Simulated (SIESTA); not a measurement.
ZnS (Wurtzite-4H) under changes of volume

One of the cells (19.805 Å³/atom); the others are scaled copies at fixed shape and fractional positions:

```
CELL_PARAMETERS angstrom
3.82270 0.00000 0.00000
-1.91135 3.31056 0.00000
0.00000 0.00000 12.52000
ATOMIC_POSITIONS crystal
Zn 0.66667 0.33333 0.75000
Zn 0.33333 0.66667 0.25000
Zn 0.00000 0.00000 0.50000
Zn 0.00000 0.00000 0.00000
S 0.66667 0.33333 0.93750
S 0.33333 0.66667 0.43750
S 0.00000 0.00000 0.68750
S 0.00000 0.00000 0.18750
```

```yaml
Program: SIESTA 5.4.2
Functional: PBE
Potentials_or_basis: Ansatz NC with PseudoDojo 0.4 standard (PBE files)
Basis: DZP (energy shift 0.002 Ry)
Grid_cutoff: 800 Ry
Energy_shift: 0.002 Ry
k_mesh: 6 × 6 × 2
Occupations: fermi-dirac, width 0.05 eV
Spin: no spin polarisation
```

```tsv
volume (Å³/atom)	energy over the lowest point (meV/atom)	pressure (GPa)	gap on the mesh (eV)	largest force (eV/Å)
18.617	50.64	8.8	3.14	0.043
19.013	31.67	6.6	3.02	0.040
19.409	17.72	4.7	2.89	0.033
19.805	?	?	?	?
20.202	2.32	1.6	2.65	0.025
20.598	0.00	0.3	2.54	0.023
20.994	1.01	-1.0	2.43	0.022
```

Problem. What does the run at 19.805 Å³/atom give?

Solution. Energy over the lowest point 8.13 meV/atom; pressure 3.1 GPa; gap on the mesh 2.77 eV; largest force 0.027 eV/Å.

Worked out: A Birch-Murnaghan fit of order 3 (a polynomial in V^(-2/3)) to the other rows has its minimum at 20.67 Å³/atom with B0 = V·E''(V) = 65 GPa and B' = 4.7 at fixed shape and positions, which overstates the stiffness. It gives 8.03 meV/atom at 19.805 Å³/atom, against the run's 8.13, and -dE/dV = 3.1 GPa, against 3.1. A straight line through the other rows of the gap, of slope -5.94 eV per unit of ln V (its deformation potential), gives 2.77 eV, against the run's 2.77.

Energies are extrapolated to zero smearing.

Caveats: semicore shells carry a single zeta, which can move pressures by several GPa and volumes by a few percent; the valence orbitals were made in a potential fitted to the semicore shell under them, which widens gaps by tenths of an eV or more; the basis of atomic orbitals isn't converged, which shifts pressures, moduli and gaps.
